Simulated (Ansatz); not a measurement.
# Pb (C2/m) in Ansatz: further runs

The runs below take Pb through single point, equation of state, with PBEsol.

Program: Ansatz 0.2.0. These are calculated values, not measurements. Logs are shortened: lines on timing, memory, paths and dates and some standing lists are left out, and cuts for length are marked.

### Step 1. Starting point

It takes space group C2/m (No. 12, monoclinic). Conventional cell: a = 6.077 Å, b = 3.501 Å, c = 6.452 Å, α = 90.00°, β = 109.14°, γ = 90.00°. Around Pb (site symmetry m) lie 10 Pb at 3.34 to 3.51 Å.

This isn't the form of Pb at room conditions, which is fcc.

### Step 2. Single point, PBEsol, 30.47 Å³/atom (volume scaled by 0.94)

Input file input.yaml:

```yaml
crystal:
  lattice:
    - [2.9765770244, -1.7145891186, 0.0]
    - [2.9765770244, 1.7145891186, 0.0]
    - [-2.0722778132, 0.0, 5.9707976096]
  atoms:
    - { symbol: Pb, position: [0.90850841, 0.90850841, 0.7262922] }
    - { symbol: Pb, position: [0.09149159, 0.09149159, 0.2737078] }
hamiltonian:
  xc: pbesol
  pseudopotentials: { kind: paw }
kpoints:
  mp_grid: { grid: [9, 9, 5] }
scf:
  occupations: { method: fermi_dirac, width: 0.05 }
output:
  forces: true
  stress: true
  eigenvalues: true
```

Potentials or basis: Ansatz PAW.

Launch:

```console
$ ansatz run input.yaml --threads 2 --pin off --max-ram 5632MiB --backend cpu --events-out ev --progress --plain --runs-dir out
```

Log:

```text
Warning: RAYON_NUM_THREADS=2 ignored (pool sized by the plan → 2); use --threads N
Engine: ansatz 0.2.0, x86_64-unknown-linux-gnu
Pseudopotentials: kind: paw
Pseudopotential: Pb, paw, valence charge 14, recommended cutoff 420 eV (normal), Pb.paw.azcp
Functional definition: PBEsol
  exchange = pbesol_x
  correlation = pbesol_c
Crystal: 2 atoms, lattice volume = 60.945 Å³
Basis set: ecut = 420 eV, 1195 PW (Γ), exchange–correlation on 48×48×90 points (8 copies of the dense FFT grid, shifted against one another)
Bands: 18, of which v1, the nominal top of the filled ones, is band 14 counted from 1 (13 counted from 0)
Symmetry: 4 space group operations
Space group: C2/m (ITA 12), of the structure as read, at distance tolerance 3.9e-5 Å
k-points: 115 of 405
Non-local potential: Pb, projectors of the file, l = 0: 2, l = 1: 2, l = 2: 2, l = 3: 2
PAW form: soft (Blöchl's): semilocal exchange-correlation on the pseudo side does not see the compensation charge
PAW frozen core: Pb, regenerated for the run's functional, and the local potential with it (the file was generated under x = pbe(κ = 0.804, μ = 0.2195149727645171), c = pbe(β = 0.06672455060314922))
PAW one-centre angular grid: Pb, 590 points (default); XC on 64 Gauss nodes
Initial density: superposition of atomic densities (neutral atoms: chi_scale 0, normalization atom), corrected by the library's trained network
Initial wavefunctions: pseudopotential atomic-orbital guess
Functional: x = pbesol(κ = 0.804, μ = 0.12345679012345678), c = pbesol(β = 0.046)
SCF iter   1: F=—  HF=-23509.765947 eV  |F-HF|=—  |Δ(HF+E_count)|=         —  Δρ=1.89e-3  dr2=2.10e-3  ethr=1.77e-3  ⟨swp⟩=6.3  Hψ=10391  notcnv=0
preconditioner: auto → Kerker (q_TF=auto, 2.397 Å⁻¹)  [metal: Δε(μ)=0.002 eV  Ē_g=16.882 eV  σ=0.050 eV  W_gap=0.01  n_scr=16 (ndim 8)  ℏωp=25.2 eV  f_vac=0.000  D(μ)=0.92/eV (n_scr^D=2)]
SCF iter   2: F=—  HF=-23509.763391 eV  |F-HF|=—  |Δ(HF+E_count)|=   2.56e-3  Δρ=1.27e-3  dr2=1.04e-3  ethr=7.48e-6  ⟨swp⟩=2.4  Hψ=4387  notcnv=0
SCF iter   3: F=—  HF=-23509.763088 eV  |F-HF|=—  |Δ(HF+E_count)|=   3.02e-4  Δρ=6.87e-4  dr2=1.75e-4  ethr=3.71e-6  ⟨swp⟩=2.0  Hψ=3666  notcnv=0
SCF iter   4: F=—  HF=-23509.763020 eV  |F-HF|=—  |Δ(HF+E_count)|=   6.82e-5  Δρ=1.23e-4  dr2=9.92e-6  ethr=6.26e-7  ⟨swp⟩=2.0  Hψ=3488  notcnv=0
SCF iter   5: F=—  HF=-23509.763016 eV  |F-HF|=—  |Δ(HF+E_count)|=   4.25e-6  Δρ=3.23e-5  dr2=1.23e-6  ethr=3.54e-8  ⟨swp⟩=1.5  Hψ=2251  notcnv=0
SCF iter   6: F=—  HF=-23509.763016 eV  |F-HF|=—  |Δ(HF+E_count)|=   1.26e-7  Δρ=1.60e-5  dr2=1.47e-7  ethr=4.40e-9  ⟨swp⟩=2.1  Hψ=2422  notcnv=0
SCF iter   7: F=-23509.763016 eV  HF=-23509.763016 eV  |F-HF|=2.96e-9  |Δ(HF+E_count)|=   4.80e-8  Δρ=2.47e-6  dr2=4.63e-9  ethr=3.57e-10  ⟨swp⟩=5.8  Hψ=9351  notcnv=0
SCF 1 converged in 7 iterations: F = -23509.763016 eV  dr2 = 4.63e-9
SCF converged after 7 iterations
Free energy (F): -23509.763016 eV
Harris-Foulkes:  -23509.763016 eV  (|F-HF|=2.96e-9)
Internal energy: -23509.755569 eV  (E = F + TS)
E sigma→0 (E₀):  -23509.759292 eV
Entropy (-TS):   -0.007447 eV (-3.723 meV/atom)
Fermi energy:    10.637973 eV
--- Per-component energies (eV) ---
  E_band       = -80.424061
  E_kinetic    = 579.322526
  E_local      = -2101.064201  (includes V_loc(G=0)·N_el)
  E_nonlocal   = 703.397722
  E_hartree    = 837.808859
  E_xc         = -438.313529
  E_vxc        = -265.927334  (∫ρ·V_xc dr)
  E_paw        = -20511.887527  (= ΣΔE_a)
  E_vpaw       = -671.773001  (= ΣTr[D̂ρ^β])
  E_aug_tail   = 0.000093  (compensation charges beyond the density's cutoff)
  E_ewald      = -2579.143745
  E_core_change = 0.124233  (= ΣΔE_core)
  E_smearing   = -0.007447  (= −TS)
  E_closure    = 0.000000  (closes the sum)
  Σ components = -23509.763016   (vs F -23509.763016, Δ=0.00e0)
--- Forces (eV/Å), atoms counted from 1 ---
  atom   1  Pb     0.03130144    -0.00000000    -0.01710408
  atom   2  Pb    -0.03130144     0.00000000     0.01710408
  max |Σ_I F_I| component: 0.00e0 eV/Å
--- Stress (GPa, compression-positive) ---
        0.828453      -0.000000       0.041626
       -0.000000       0.967835      -0.000000
        0.041626      -0.000000       0.884040
  P = ⅓ Tr σ = 0.8934 GPa (8.934 kbar)
--- Band table (eV; the first three rows and the last of 115) ---
  k-point 0: bands = ["-6.4661", "-6.3238", "-6.3223", "-6.3191", "-6.3176", "-6.3118", "-6.1588", "-6.1483", "-6.1073", "-6.0976", "-1.2231", "2.1872", "6.3584", "17.2575", "17.5213", "17.5779", "17.6119", "17.7367"]
  k-point 1: bands = ["-6.4800", "-6.3308", "-6.3267", "-6.3166", "-6.3129", "-6.2931", "-6.1867", "-6.1779", "-6.0739", "-6.0660", "-1.0697", "1.5885", "7.3579", "15.2404", "17.0045", "17.0275", "18.2399", "18.3470"]
  k-point 2: bands = ["-6.4976", "-6.3313", "-6.3276", "-6.3227", "-6.3190", "-6.2653", "-6.2097", "-6.1997", "-6.0438", "-6.0348", "-0.6795", "0.6794", "9.4977", "12.3535", "16.6615", "16.7064", "18.6931", "18.8475"]
  k-point 114: bands = ["-6.4584", "-6.4168", "-6.3626", "-6.3379", "-6.2659", "-6.1471", "-6.1140", "-6.0480", "-6.0216", "-5.9712", "2.4229", "4.1584", "7.0213", "8.4430", "10.8321", "12.3163", "13.6174", "14.4383"]
```

It took 5.7 s on 2 threads of Intel Xeon at 2.50GHz (Skylake/Cascade Lake), shared host; peak memory 0.42 GiB.

What came out:

- Free energy: -23509.7630 eV
- Pressure: 0.9 GPa
- Largest force: 0.036 eV/Å
- Band gap on the k mesh: none (metal or under the smearing width)

Caveat: the PAW data sets come from PBE, with cores solved anew for the run's functional, which leaves a small shift of forces and pressure.

### Step 3. Single point, PBEsol, 31.12 Å³/atom (volume scaled by 0.96)

Edit input.yaml of step 2 so:

```diff
@@ -2,5 +2,5 @@
   lattice:
-    - [2.9765770244, -1.7145891186, 0.0]
-    - [2.9765770244, 1.7145891186, 0.0]
-    - [-2.0722778132, 0.0, 5.9707976096]
+    - [2.997539525, -1.7266640877, 0.0]
+    - [2.997539525, 1.7266640877, 0.0]
+    - [-2.0868717998, 0.0, 6.0128468655]
   atoms:
```

Potentials or basis: Ansatz PAW.

Launch:

```console
$ ansatz run input.yaml --threads 2 --pin off --max-ram 5632MiB --backend cpu --events-out ev --progress --plain --runs-dir out
```

Run time: 6.6 s. Hardware: 2 threads of Intel Xeon at 2.50GHz (Skylake/Cascade Lake), shared host; peak memory 0.42 GiB.

It converged, with:

```yaml
Free_energy: -23509.7661 eV
Pressure: -0.1 GPa
Largest_force: 0.067 eV/Å
Band_gap_on_the_k_mesh: none (metal or under the smearing width)
```

Caveat: the PAW data sets come from PBE, with cores solved anew for the run's functional, which leaves a small shift of forces and pressure.

### Step 4. Single point, PBEsol, 31.77 Å³/atom (volume scaled by 0.98)

Edit input.yaml of step 3 so:

```diff
@@ -2,5 +2,5 @@
   lattice:
-    - [2.997539525, -1.7266640877, 0.0]
-    - [2.997539525, 1.7266640877, 0.0]
-    - [-2.0868717998, 0.0, 6.0128468655]
+    - [3.0182128647, -1.7385724922, 0.0]
+    - [3.0182128647, 1.7385724922, 0.0]
+    - [-2.1012644739, 0.0, 6.0543160853]
   atoms:
```

Launch:

```console
$ ansatz run input.yaml --threads 2 --pin off --max-ram 5632MiB --backend cpu --events-out ev --progress --plain --runs-dir out
```

It took 6.4 s on 2 threads of Intel Xeon at 2.50GHz (Skylake/Cascade Lake), shared host; peak memory 0.42 GiB.

The run converged. Its results:

| Quantity | Value |
| --- | --- |
| Free energy | -23509.7616 eV |
| Pressure | -1.0 GPa |
| Largest force | 0.102 eV/Å |
| Band gap on the k mesh | none (metal or under the smearing width) |

Caveat: the PAW data sets come from PBE, with cores solved anew for the run's functional, which leaves a small shift of forces and pressure.

### Step 5. Single point, PBEsol, 32.42 Å³/atom

Edit input.yaml of step 4 so:

```diff
@@ -2,5 +2,5 @@
   lattice:
-    - [3.0182128647, -1.7385724922, 0.0]
-    - [3.0182128647, 1.7385724922, 0.0]
-    - [-2.1012644739, 0.0, 6.0543160853]
+    - [3.0386068135, -1.75031996, 0.0]
+    - [3.0386068135, 1.75031996, 0.0]
+    - [-2.1154626375, 0.0, 6.0952248674]
   atoms:
```

Launch:

```console
$ ansatz run input.yaml --threads 2 --pin off --max-ram 5632MiB --backend cpu --events-out ev --progress --plain --runs-dir out
```

It took 6.8 s on 2 threads of Intel Xeon at 2.50GHz (Skylake/Cascade Lake), shared host; peak memory 0.42 GiB.

It converged, with:

| Quantity | Value |
| --- | --- |
| Free energy | -23509.7503 eV |
| Pressure | -1.8 GPa |
| Largest force | 0.137 eV/Å |
| Band gap on the k mesh | none (metal or under the smearing width) |

Caveat: the PAW data sets come from PBE, with cores solved anew for the run's functional, which leaves a small shift of forces and pressure.

### Step 6. Single point, PBEsol, 33.07 Å³/atom (volume scaled by 1.02)

Edit input.yaml of step 5 so:

```diff
@@ -2,5 +2,5 @@
   lattice:
-    - [3.0386068135, -1.75031996, 0.0]
-    - [3.0386068135, 1.75031996, 0.0]
-    - [-2.1154626375, 0.0, 6.0952248674]
+    - [3.0587306239, -1.7619118207, 0.0]
+    - [3.0587306239, 1.7619118207, 0.0]
+    - [-2.1294727321, 0.0, 6.1355917714]
   atoms:
@@ -19 +19,5 @@
   eigenvalues: true
+  write_density: true
+  write_potential: true
+  elf: true
+  volumetric_format: npy
```

Potentials or basis: Ansatz PAW.

Launch:

```console
$ ansatz run input.yaml --threads 2 --pin off --max-ram 5632MiB --backend cpu --events-out ev --progress --plain --runs-dir out
```

Run time: 9.5 s. Hardware: 2 threads of Intel Xeon at 2.50GHz (Skylake/Cascade Lake), shared host; peak memory 0.43 GiB.

The run converged. Its results:

```
Free energy            : -23509.7331 eV
Pressure               : -2.5 GPa
Largest force          : 0.169 eV/Å
Band gap on the k mesh : none (metal or under the smearing width)
```

Caveat: the PAW data sets come from PBE, with cores solved anew for the run's functional, which leaves a small shift of forces and pressure.

### Step 7. Single point, PBEsol, 33.71 Å³/atom (volume scaled by 1.04)

Input file input.yaml:

```yaml
crystal:
  lattice:
    - [3.0785930676, -1.7733531272, 0.0]
    - [3.0785930676, 1.7733531272, 0.0]
    - [-2.1433008646, 0.0, 6.1754343928]
  atoms:
    - { symbol: Pb, position: [0.90850841, 0.90850841, 0.7262922] }
    - { symbol: Pb, position: [0.09149159, 0.09149159, 0.2737078] }
hamiltonian:
  xc: pbesol
  pseudopotentials: { kind: paw }
kpoints:
  mp_grid: { grid: [9, 9, 5] }
scf:
  occupations: { method: fermi_dirac, width: 0.05 }
output:
  forces: true
  stress: true
  eigenvalues: true
```

Launch:

```console
$ ansatz run input.yaml --threads 2 --pin off --max-ram 5632MiB --backend cpu --events-out ev --progress --plain --runs-dir out
```

Run time: 6.8 s. Hardware: 2 threads of Intel Xeon at 2.50GHz (Skylake/Cascade Lake), shared host; peak memory 0.42 GiB.

Results (log left out):

```yaml
Free_energy: -23509.7106 eV
Pressure: -3.1 GPa
Largest_force: 0.198 eV/Å
Band_gap_on_the_k_mesh: none (metal or under the smearing width)
```

Caveat: the PAW data sets come from PBE, with cores solved anew for the run's functional, which leaves a small shift of forces and pressure.

### Step 8. Single point, PBEsol, 34.36 Å³/atom (volume scaled by 1.06)

Edit input.yaml of step 7 so:

```diff
@@ -2,5 +2,5 @@
   lattice:
-    - [3.0785930676, -1.7733531272, 0.0]
-    - [3.0785930676, 1.7733531272, 0.0]
-    - [-2.1433008646, 0.0, 6.1754343928]
+    - [3.0982024693, -1.7846486746, 0.0]
+    - [3.0982024693, 1.7846486746, 0.0]
+    - [-2.1569528306, 0.0, 6.2147694303]
   atoms:
```

Launch:

```console
$ ansatz run input.yaml --threads 2 --pin off --max-ram 5632MiB --backend cpu --events-out ev --progress --plain --runs-dir out
```

Run time: 6.7 s. Hardware: 2 threads of Intel Xeon at 2.50GHz (Skylake/Cascade Lake), shared host; peak memory 0.43 GiB.

Results (log left out):

```
Free energy            : -23509.6834 eV
Pressure               : -3.6 GPa
Largest force          : 0.225 eV/Å
Band gap on the k mesh : none (metal or under the smearing width)
```

Caveat: the PAW data sets come from PBE, with cores solved anew for the run's functional, which leaves a small shift of forces and pressure.

### Step 9. Equation of state, PBEsol

Potentials or basis: Ansatz PAW.

This step only gathers the single runs of the series.

What came out:

```yaml
Equilibrium_volume: 31.05 Å³/atom
Bulk_modulus_at_fixed_shape_and_positions: 46 GPa
Pressure_derivative_of_the_bulk_modulus: 4.8
```

Energy against volume, from the lowest point:
```csv
volume (Å³/atom),energy (meV/atom)
30.473,1.55
31.121,0.00
31.769,2.25
32.418,7.88
33.066,16.50
33.714,27.77
34.363,41.37
```

Caveat: the cell was scaled at fixed shape and fractional positions, which overstates the stiffness of a crystal with free parameters, most of all of layers and chains. The run has no spin-orbit coupling, so splittings on Pb are missing.
